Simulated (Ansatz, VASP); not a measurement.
**Two plane-wave programs on Ni**

```
Ni
1.0
     0.00000    3.53470    3.53470
     1.76735    0.00000    1.76735
     1.76735    1.76735    0.00000
Ni
2
Cartesian
  0.0000 0.0000 0.0000
  0.0000 1.7673 1.7673
```

Change from the starting cell: parallel moments scaled by 0.2, plain SCF.

Alike in both runs: task single point; functional PBE; k mesh 6 × 12 × 12; occupations fermi-dirac, width 0.05 eV; collinear spin.

|  | VASP | Ansatz |
| --- | --- | --- |
| version | VASP 6.6.1 | Ansatz 0.2.0 |
| potentials or method | VASP PAW PBE potentials, release 64 (Ni) | PAW, plane waves, scalar-relativistic |
| plane-wave cutoff (eV) | 520 | 420 |
| valence electrons in the cell | 20 | 36 |

|  | VASP | Ansatz | Ansatz less VASP |
| --- | --- | --- | --- |
| pressure (GPa) | -2.3 | -2.2 | +0.11 |
| net moment per atom (μB) | 0.68 | 0.69 | +0.014 |
| size of the moment on the site where the two differ most (μB) | 0.69 | 0.73 | +0.041 |

Site moments also hang on the region over which each program counts them. With one functional, cell and mesh, what is left measures potentials, basis and numerics. The two sets of potentials don't hold the same shells in valence.
